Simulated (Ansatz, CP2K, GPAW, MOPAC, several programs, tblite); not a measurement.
## PbO (CsCl type) from semi-empirical methods to plane-wave DFT

PbO (CsCl type), relaxed with r2SCAN in Ansatz, was computed with several methods. The symmetry is Pm-3m (No. 221, cubic); a = 3.179 Å in the conventional setting, 16.07 Å³ an atom. Pb is surrounded by 8 O at 2.75 Å; O is surrounded by 8 Pb at 2.75 Å. All values are calculated for a non-magnetic cell, which may be hypothetical.

```cif
data_structure
_symmetry_space_group_name_H-M 'P 1'
_symmetry_Int_Tables_number 1
_cell_length_a 3.1794
_cell_length_b 3.1794
_cell_length_c 3.1794
_cell_angle_alpha 90.000
_cell_angle_beta 90.000
_cell_angle_gamma 90.000
_cell_volume 32.14
loop_
_atom_site_label
_atom_site_type_symbol
_atom_site_fract_x
_atom_site_fract_y
_atom_site_fract_z
_atom_site_occupancy
Pb1 Pb 0.00000 0.00000 0.00000 1
O1 O 0.50000 0.50000 0.50000 1
```

Gaps and times are for a single point on this cell; volume and bulk modulus come from each method's own relaxation or energy curve at fixed shape. Times are rough, from shared hosts (Arm Neoverse V2), and each method has its own mesh and cell size. PM6 (MOPAC): levels, charges or heat of formation failed a check of plausibility, so no values are given. A star marks a curve whose lowest point is an end point. PM6 (MOPAC), PM7 (MOPAC), GFN1-xTB (tblite), GFN2-xTB (tblite) treat a cluster of cells at its zone centre, which samples few k points: where these miss a band edge, the gap comes out too large for that reason alone. Gaps from k meshes are read at a limited set of points (mesh, symmetry points, PBE's band edges), so each method's own least gap may be somewhat smaller. xTB and the PM methods were fitted mostly to molecules, and can miss a solid's gap by electronvolts. Minimal bases can be far off for gaps. d marks a direct gap, i an indirect one (no mark: not told apart), a dash a value that wasn't computed or didn't pass its checks.

```json
{"method": "light PBE (260 eV and a coarse mesh)", "kind": "light plane-wave", "gap (eV)": "0.05 d", "own volume (Å³/atom)": "–", "bulk modulus (GPa)": "–", "atoms computed": "2", "processor time": "0.55 s"}
{"method": "GFN1-xTB (tblite)", "kind": "tight binding", "gap (eV)": "3.68", "own volume (Å³/atom)": "15.49", "bulk modulus (GPa)": "156", "atoms computed": "54", "processor time": "1 s"}
{"method": "PBE", "kind": "semilocal", "gap (eV)": "0.03 d", "own volume (Å³/atom)": "16.61", "bulk modulus (GPa)": "93", "atoms computed": "2", "processor time": "1.2 s"}
{"method": "PM7 (MOPAC)", "kind": "semi-empirical", "gap (eV)": "7.89", "own volume (Å³/atom)": "–", "bulk modulus (GPa)": "–", "atoms computed": "54", "processor time": "2.1 s"}
{"method": "PM6 (MOPAC)", "kind": "semi-empirical", "gap (eV)": "–", "own volume (Å³/atom)": "–", "bulk modulus (GPa)": "–", "atoms computed": "54", "processor time": "2.1 s"}
{"method": "r2SCAN", "kind": "semilocal", "gap (eV)": "0.12 i", "own volume (Å³/atom)": "16.07", "bulk modulus (GPa)": "107", "atoms computed": "2", "processor time": "2.7 s"}
{"method": "GFN2-xTB (tblite)", "kind": "tight binding", "gap (eV)": "2.50", "own volume (Å³/atom)": "16.02", "bulk modulus (GPa)": "104", "atoms computed": "54", "processor time": "3.1 s"}
{"method": "PBE/SZV (CP2K)", "kind": "small basis", "gap (eV)": "overlap 0.19", "own volume (Å³/atom)": "17.74*", "bulk modulus (GPa)": "85*", "atoms computed": "2", "processor time": "4 s"}
{"method": "PBE/single zeta (GPAW)", "kind": "small basis", "gap (eV)": "overlap 0.25", "own volume (Å³/atom)": "–", "bulk modulus (GPa)": "–", "atoms computed": "2", "processor time": "6.1 s"}
{"method": "PBE/DZVP (CP2K)", "kind": "small basis", "gap (eV)": "0.11 d", "own volume (Å³/atom)": "16.82", "bulk modulus (GPa)": "92", "atoms computed": "2", "processor time": "7.9 s"}
```

Against r2SCAN (0.12 eV) and with closed or daggered gaps left aside, the nearest gap at the points sampled is that of PBE/DZVP (CP2K) (-0.01 eV) and the farthest that of PM7 (MOPAC) (+7.77 eV). r2SCAN is only a yardstick of convenience: semilocal gaps usually lie below measured ones, which GLLB-SC and hybrids aim to mend.

Volumes against r2SCAN's: GFN1-xTB (tblite) -3.6 %, PBE +3.4 %, GFN2-xTB (tblite) -0.3 %, PBE/DZVP (CP2K) +4.6 %.

Spin-orbit coupling is left out; in compounds of Pb, Bi, Tl or Hg it can lower a gap by up to about 1 eV, split its edges or invert the bands.
